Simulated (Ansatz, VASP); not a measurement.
One calculation of Br, two programs

INCAR

```
SYSTEM = Br
  ALGO = Normal
  EDIFF = 1E-7
  ENCUT = 520
  GGA = PE
  ISIF = 2
  ISMEAR = -1
  LASPH = .True.
  LCHARG = .False.
  LREAL = .False.
  LWAVE = .False.
  NBANDS = 22
  NELM = 80
  PREC = Accurate
  SIGMA = 0.05
```

Contents of KPOINTS:

```
k-points
0
Gamma
  7 7 3
  0 0 0
```

Contents of POSCAR:

```
Br
1.0
    3.3406771722     -2.3069619464      0.0000000000
    3.3406771722      2.3069619464      0.0000000000
    0.0000000000      0.0000000000      8.6438935422
Br
4
Direct
    0.3651000000      0.6349000000      0.3901000000
    0.1349000000      0.8651000000      0.8901000000
    0.6349000000      0.3651000000      0.6099000000
    0.8651000000      0.1349000000      0.1099000000
```

File input.yaml:

```yaml
crystal:
  lattice:
    - [3.3406771722, -2.3069619464, 0.0]
    - [3.3406771722, 2.3069619464, 0.0]
    - [0.0, 0.0, 8.6438935422]
  atoms:
    - { symbol: Br, position: [0.3651, 0.6349, 0.3901] }
    - { symbol: Br, position: [0.1349, 0.8651, 0.8901] }
    - { symbol: Br, position: [0.6349, 0.3651, 0.6099] }
    - { symbol: Br, position: [0.8651, 0.1349, 0.1099] }
hamiltonian:
  xc: pbe
  pseudopotentials: { kind: paw }
kpoints:
  mp_grid: { grid: [7, 7, 3] }
scf:
  occupations: { method: fermi_dirac, width: 0.05 }
output:
  forces: true
  stress: true
  eigenvalues: true
  write_density: true
  write_potential: true
  elf: true
  volumetric_format: npy
```

Alike in both runs: task single point; functional PBE; k mesh 7 × 7 × 3; occupations fermi-dirac, width 0.05 eV; no spin polarisation.

|  | VASP | Ansatz |
| --- | --- | --- |
| version | VASP 6.6.1 | Ansatz 0.2.0 |
| potentials or method | VASP PAW PBE potentials, release 64 (Br) | Ansatz PAW |
| plane-wave cutoff (eV) | 520 | 420 |
| valence electrons in the cell | 28 | 28 |

VASP gave:

```
gap on the k mesh at the Fermi level (eV)       : 1.97
least direct gap on the mesh (eV)               : 1.99
pressure (GPa)                                  : 2.5
largest component of the traceless stress (GPa) : 1.76
rms of the force components (eV/Å)              : 0.649
```

Question: Estimate Ansatz's values.

Answer: gap on the k mesh at the Fermi level (eV): 1.97; least direct gap on the mesh (eV): 1.98; pressure (GPa): 2.5; largest component of the traceless stress (GPa): 1.74; rms of the force components (eV/Å): 0.641.

Atom by atom the forces differ by 0.008 eV/Å (rms over components).

Caveats: forces of over 1 eV/Å show positions far from the minimum, so gaps and moduli don't describe the material at rest; an odd mesh through Γ misses points on the zone boundary, where band edges often lie (VASP); odd divisions of the mesh miss points on the zone boundary, where band edges often lie, so the gap on the mesh can be too wide (Ansatz). PBE gaps usually lie below the measured ones, often by a third to a half.
